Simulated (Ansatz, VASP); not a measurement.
**Bi2Te3: VASP beside Ansatz**

```
Bi Te
1.0
     2.23781    1.29200    9.84286
    -2.23781    1.29200    9.84286
     0.00000   -2.58400    9.84286
Bi Te
2 3
Direct
  0.81017 0.81017 0.81017
  0.39982 0.39982 0.39982
  0.60563 0.60563 0.60563
  0.20297 0.20297 0.20297
  0.00642 0.00642 0.00642
```

Alike in both runs: functional PBE; k mesh 6 × 6 × 6; occupations gaussian, width 0.1 eV; no spin polarisation.

Ansatz relaxed the structure, and its values are those at the end. VASP's run is a single point on that final structure, the one shown.

```csv
,VASP,Ansatz
version,VASP 6.6.1,Ansatz 0.2.0
potentials or method,"VASP PAW PBE potentials, release 64 (Bi_d, Te)","scalar-relativistic, plane waves, PAW"
plane-wave cutoff (eV),520,420
valence electrons in the cell,48,78
```

|  | VASP | Ansatz | Ansatz less VASP |
| --- | --- | --- | --- |
| gap on the k mesh at the Fermi level (eV) | none | none | - |
| pressure (GPa) | 0.1 | 0.1 | -0.01 |
| rms of the force components (eV/Å) | 0.016 | 0.016 | -0.0001 |

A gap of «none» marks a metal or a gap that the smearing closes. The two sets of potentials don't hold the same shells in valence.

Caveats: spin-orbit coupling is left out, which moves the levels of the heavy elements.
